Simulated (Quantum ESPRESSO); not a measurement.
# 2H-MoS2, 2 layers, AA' stacking, stepped through the field along the normal, part 2 of 4

What law, if any, do the results for 2H-MoS2, 2 layers, AA' stacking follow against the field along the normal?

Quantum ESPRESSO 7.5; plane-wave DFT, PBE, GBRV ultrasoft pseudopotentials.

So far. Step 2 (Relaxing cell and ions of the reference):  The last row is no step: it is a fresh SCF in the final cell with a new plane-wave basis, +0 meV from the row before.

### 3. SCF with pw.x, 0 V/Å

The self-consistent run of this member.

Level of this step: plane-wave DFT, PBE, GBRV ultrasoft pseudopotentials (Quantum ESPRESSO 7.5).

The input, m0.scf.in:

```
&control
  prefix = 'm0.scf'
  outdir = './out'
  pseudo_dir = './pseudo'
  calculation = 'scf'
  tprnfor = .true.
  tefield = .true.
  dipfield = .true.
/
&system
  ibrav = 0
  nat = 6
  ntyp = 2
  ecutwfc = 40
  ecutrho = 200
  occupations = 'smearing'
  smearing = 'fd'
  degauss = 0.002
  edir = 3
  emaxpos = 0.97
  eopreg = 0.04
  eamp = 0.0
  nbnd = 32
/
&electrons
  conv_thr = 1e-09
  mixing_beta = 0.4
  electron_maxstep = 120
  mixing_mode = 'plain'
/
ATOMIC_SPECIES
  S   32.0600  s_pbe_v1.4.uspp.F.UPF
  Mo  95.9500  mo_pbe_v1.uspp.F.UPF
CELL_PARAMETERS angstrom
  3.15323070400000 0.00000000000000 0.00000000000000
  -1.57661535200000 2.73077789400000 0.00000000000000
  0.00000000000000 0.00000000000000 26.72519547600000
ATOMIC_POSITIONS crystal
  S   0.333333333300 0.666666666700 0.327074191300
  Mo  0.000000000000 0.000000000000 0.385679694200
  S   0.333333333300 0.666666666700 0.444247135500
  S   0.000000000000 0.000000000000 0.555752864500
  Mo  0.333333333300 0.666666666700 0.614320305800
  S   0.000000000000 0.000000000000 0.672925808700
K_POINTS automatic
  12 12 1 0 0 0
```

The run is started by

```sh
$ OMP_NUM_THREADS=1 mpirun -n 4 pw.x -nk 4 -in m0.scf.in > m0.scf.out
```

The program printed:

```text
[banner, memory and clock lines left out]
Program PWSCF v.7.5 starts
[citation notice left out]

[...]
bravais-lattice index     =            0
     lattice parameter (alat)  =       5.9587  a.u.
     unit-cell volume          =    1552.9577 (a.u.)^3
     number of atoms/cell      =            6
     number of atomic types    =            2
     number of electrons       =        52.00
     number of Kohn-Sham states=           32
     kinetic-energy cutoff     =      40.0000  Ry
     charge density cutoff     =     200.0000  Ry
     scf convergence threshold =      1.0E-09
     mixing beta               =       0.4000
     number of iterations used =            8  plain     mixing
     Exchange-correlation= SLA  PW   PBE  PBE
                           (   1   4   3   4   0   0   0)

[...]
PseudoPot. # 1 for S  read from file:
     ./pseudo/s_pbe_v1.4.uspp.F.UPF
     Pseudo is Ultrasoft + core correction, Zval =  6.0
     Generated by new atomic code, or converted to UPF format
     Using radial grid of  907 points,  6 beta functions with:
                l(1) =   0
                l(2) =   0
                l(3) =   1
                l(4) =   1
                l(5) =   2
                l(6) =   2
     Q(r) pseudized with  8 coefficients,  rinner =    1.300   1.300   1.300
                                                       1.300   1.300

     PseudoPot. # 2 for Mo read from file:
     ./pseudo/mo_pbe_v1.uspp.F.UPF
     Pseudo is Ultrasoft + core correction, Zval = 14.0
     Generated by new atomic code, or converted to UPF format
     Using radial grid of  889 points,  6 beta functions with:
                l(1) =   0
                l(2) =   0
                l(3) =   1
                l(4) =   1
                l(5) =   2
                l(6) =   2
     Q(r) pseudized with  6 coefficients,  rinner =    1.000   1.000   1.000
                                                       1.000   1.000

     atomic species   valence    mass     pseudopotential
     S                 6.00    32.06000     S ( 1.00)
     Mo               14.00    95.95000     Mo( 1.00)

     No symmetry found

[...]
number of k points=    74  Fermi-Dirac smearing, width (Ry)=  0.0020
[...]
Dense  grid:    74369 G-vectors     FFT dimensions: (  27,  27, 240)

     Smooth grid:    52829 G-vectors     FFT dimensions: (  24,  24, 216)

     Initial potential from superposition of free atoms

     starting charge      51.9977, renormalised to      52.0000

     negative rho (up, down):  3.416E-03 0.000E+00

     Adding external electric field

     Computed dipole along edir(3) :
        Dipole               -0.0000 Ry au,         -0.0000 Debye
        Dipole field         -0.0000 Ry au,

        Potential amp.        0.0000 Ry
        Total length         48.4832 bohr

     Starting wfcs are   42 randomized atomic wfcs

     per-process dynamical memory:   113.0 Mb

     Self-consistent Calculation

     iteration #  1     ecut=    40.00 Ry     beta= 0.40
     Davidson diagonalization with overlap
     ethr =  1.00E-02,  avg # of iterations =  2.0

     Threshold (ethr) on eigenvalues was too large:
     Diagonalizing with lowered threshold

     Davidson diagonalization with overlap
     ethr =  3.25E-04,  avg # of iterations =  2.6

     negative rho (up, down):  3.459E-03 0.000E+00

     Adding external electric field

     Computed dipole along edir(3) :
        Dipole                0.0000 Ry au,          0.0000 Debye
        Dipole field          0.0000 Ry au,

        Potential amp.       -0.0000 Ry
        Total length         48.4832 bohr

     total energy              =    -375.42047817 Ry
     estimated scf accuracy    <       0.22262350 Ry

     iteration #  2     ecut=    40.00 Ry     beta= 0.40
[...]
negative rho (up, down):  3.441E-03 0.000E+00

[...]
Dipole                0.0003 Ry au,          0.0008 Debye
[...]
total energy              =    -375.43697516 Ry
     estimated scf accuracy    <       0.10031321 Ry

     iteration #  3     ecut=    40.00 Ry     beta= 0.40
[...]
negative rho (up, down):  3.462E-03 0.000E+00

[...]
Dipole               -0.0009 Ry au,         -0.0023 Debye
[...]
total energy              =    -375.45520380 Ry
     estimated scf accuracy    <       0.02659114 Ry

     iteration #  4     ecut=    40.00 Ry     beta= 0.40
[...]
negative rho (up, down):  3.461E-03 0.000E+00

[...]
Dipole                0.0009 Ry au,          0.0023 Debye
[...]
total energy              =    -375.45695725 Ry
     estimated scf accuracy    <       0.00780906 Ry

     iteration #  5     ecut=    40.00 Ry     beta= 0.40
[...]
negative rho (up, down):  3.453E-03 0.000E+00

[...]
Dipole               -0.0009 Ry au,         -0.0023 Debye
[...]
total energy              =    -375.45805226 Ry
     estimated scf accuracy    <       0.00399960 Ry

     iteration #  6     ecut=    40.00 Ry     beta= 0.40
[...]
negative rho (up, down):  3.449E-03 0.000E+00

[...]
Dipole                0.0044 Ry au,          0.0111 Debye
[...]
total energy              =    -375.45831205 Ry
     estimated scf accuracy    <       0.00028266 Ry

[...]
iteration # 12     ecut=    40.00 Ry     beta= 0.40
[...]
negative rho (up, down):  3.443E-03 0.000E+00

[...]
Dipole               -0.0000 Ry au,         -0.0001 Debye
[...]
total energy              =    -375.45841416 Ry
     estimated scf accuracy    <       0.00000002 Ry

     iteration # 13     ecut=    40.00 Ry     beta= 0.40
[...]
negative rho (up, down):  3.443E-03 0.000E+00

[...]
Dipole                0.0000 Ry au,          0.0000 Debye
[...]
total energy              =    -375.45841417 Ry
     estimated scf accuracy    <          8.2E-09 Ry

     iteration # 14     ecut=    40.00 Ry     beta= 0.40
[...]
negative rho (up, down):  3.443E-03 0.000E+00

[...]
Dipole               -0.0000 Ry au,         -0.0000 Debye
[...]
total energy              =    -375.45841417 Ry
     estimated scf accuracy    <          1.9E-09 Ry

     iteration # 15     ecut=    40.00 Ry     beta= 0.40
[...]
negative rho (up, down):  3.443E-03 0.000E+00

[...]
Dipole               -0.0000 Ry au,         -0.0000 Debye
[...]
End of self-consistent calculation

          k = 0.0000 0.0000 0.0000 (  6467 PWs)   bands (ev):

   -59.2229 -59.2229 -33.3752 -33.3751 -33.1364 -33.1364 -33.1364 -33.1364
   -12.6434 -12.4871 -11.3636 -11.1236  -4.3790  -3.8182  -0.9551  -0.9551
    -0.9477  -0.9477  -0.7674   0.1606   0.1606   0.1865   0.1865   0.3286
     1.3788   2.0986   4.4518   4.4518   4.4721   4.4722   4.6620   4.6620

          k = 0.0000 0.0962 0.0000 (  6537 PWs)   bands (ev):

   -59.2201 -59.2201 -33.3697 -33.3696 -33.1645 -33.1645 -33.1427 -33.1427
   -12.5368 -12.3812 -11.3152 -11.0826  -4.2593  -3.6996  -1.1944  -1.1820
    -1.0439  -0.8460  -0.8353  -0.4026  -0.0096   0.0188   0.3191   0.6971
     1.3632   1.9552   4.3307   4.3447   4.4236   4.4771   4.5143   4.6276

[...]
the Fermi energy is     2.6943 ev

!    total energy              =    -375.45841417 Ry
     estimated scf accuracy    <          1.0E-10 Ry
     smearing contrib. (-TS)   =      -0.00000000 Ry
     internal energy E=F+TS    =    -375.45841417 Ry

     The total energy is F=E-TS. E is the sum of the following terms:
     one-electron contribution =   -3237.96659083 Ry
     hartree contribution      =    1624.76721386 Ry
     xc contribution           =     -72.64553631 Ry
     ewald contribution        =    1310.38649911 Ry
     electric field correction =       0.00000000 Ry

     convergence has been achieved in  15 iterations

     negative rho (up, down):  3.443E-03 0.000E+00

     Forces acting on atoms (cartesian axes, Ry/au):

     atom    1 type  1   force =     0.00000000    0.00000000   -0.00449105
     atom    2 type  2   force =    -0.00000003    0.00000002   -0.00247694
     atom    3 type  1   force =     0.00000003   -0.00000002   -0.00013323
     atom    4 type  1   force =     0.00000002    0.00000001    0.00013358
     atom    5 type  2   force =    -0.00000000   -0.00000002    0.00247750
     atom    6 type  1   force =    -0.00000002   -0.00000000    0.00449014

     Total force =     0.007255     Total SCF correction =     0.000058

[...]
```

Run time: 2.2 min. Hardware: 4 MPI ranks of Arm Neoverse V1, shared host; peak memory 0.79 GiB.

Numbers from this step:

| Quantity | Value |
| --- | --- |
| free energy | -5108.3720 eV |
| Fermi energy | 2.694 eV |
| dipole along the normal | 0 e·Å |
| valence top, on the run's zero | 2.099 eV |
| conduction bottom, on the run's zero | 3.356 eV |
| gap by band count | 1.257 eV |

### 4. Electrostatic potential, 0 V/Å

plot_num = 11 writes the bare and Hartree potential, from which vacuum levels or, in a crystal, the mean potential are read.

The input, m0.pot.in:

```
&inputpp
  prefix = 'm0.scf'
  outdir = './out'
  filplot = 'm0.pot.dat'
  plot_num = 11
/
```

The run is started by

```sh
$ OMP_NUM_THREADS=1 mpirun -n 4 pp.x -in m0.pot.in > m0.pot.out
```

The program printed:

```text
[banner, memory and clock lines left out]
Program POST-PROC v.7.5 starts

          URL

     ./out/m0.scf.save/

     IMPORTANT: XC functional enforced from input :
     Exchange-correlation= PBE
                           (   1   4   3   4   0   0   0)
     Any further DFT definition will be discarded
     Please, verify this is what you really want

     negative rho (up, down):  3.443E-03 0.000E+00

     Adding external electric field

     Computed dipole along edir(3) :
        Dipole               -0.0000 Ry au,         -0.0000 Debye
        Dipole field         -0.0000 Ry au,

        Potential amp.        0.0000 Ry
        Total length         48.4832 bohr

     Calling punch_plot, plot_num =  11

     Adding external electric field

     Computed dipole along edir(3) :
        Dipole               -0.0000 Ry au,         -0.0000 Debye
        Dipole field         -0.0000 Ry au,

        Potential amp.        0.0000 Ry
        Total length         48.4832 bohr

     Writing data to file  m0.pot.dat
     Message from routine chdens:
     namelist plot not found or invalid, exiting
```

Wall time 1 s (4 MPI ranks); peak memory 0.09 GiB.

This step gave:

```
slope of the potential above                                          : 3.51e-5 eV/Å
upper vacuum line continued to the top atoms, over the valence top    : 5.460 eV
slope of the potential below                                          : -2.46e-5 eV/Å
lower vacuum line continued to the bottom atoms, over the valence top : 5.460 eV
vacuum level at the upper face over the valence top of the mesh       : 5.461 eV
vacuum level at the lower face over the valence top of the mesh       : 5.460 eV
```

The potential energy, planar mean oscillates, so the rows of the table below give means over windows of 1 Å about each position, cut where the curve ends. Its maxima inside the range that stand out by 2 % of the span (Å: eV): 9.5: -6.27, 11.1: -6.37, 13.4: 4.52, 15.6: -6.37, 17.3: -6.27. Its minima: 8.8: -14.0, 10.4: -27.9, 11.8: -14.0, 14.9: -14.0, 16.4: -27.9, 17.9: -14.0.

Electrostatic potential energy of an electron, with the sawtooth; zero at the highest filled level of the SCF mesh. Potential energy, planar mean against z; means over each step:

```
z (Å)  potential energy, planar mean (eV)
    0                                5.46
    1                                5.46
    2                                5.46
    3                                5.46
    4                                5.46
    5                                5.46
    6                                5.44
    7                                5.14
    8                               -1.13
    9                               -10.7
   10                               -19.4
   11                               -12.1
   12                               -10.3
   13                                3.01
   14                               0.382
   15                               -11.1
   16                               -17.3
   17                               -13.9
   18                               -11.0
   19                                2.35
   20                                5.32
   21                                5.45
   22                                5.46
   23                                5.46
   24                                5.46
   25                                5.46
   26                                5.46
```

(Continued in part 3 of 4.)

[Logs are printed without paths, hosts, clocks, repeated set-up lines and the standing remarks that a program may print on its own settings, such as how far it seeks lower states.]

[Hosts, paths, dates, database ids (printed as entryN), source tags and the programs' standing remarks are cut or masked in the printed files.]

[Maps of the electrostatic potential energy from Ansatz leave out the sawtooth potential of an applied field or a dipole correction, so their vacuum need not be flat; planar profiles and work functions include it.]
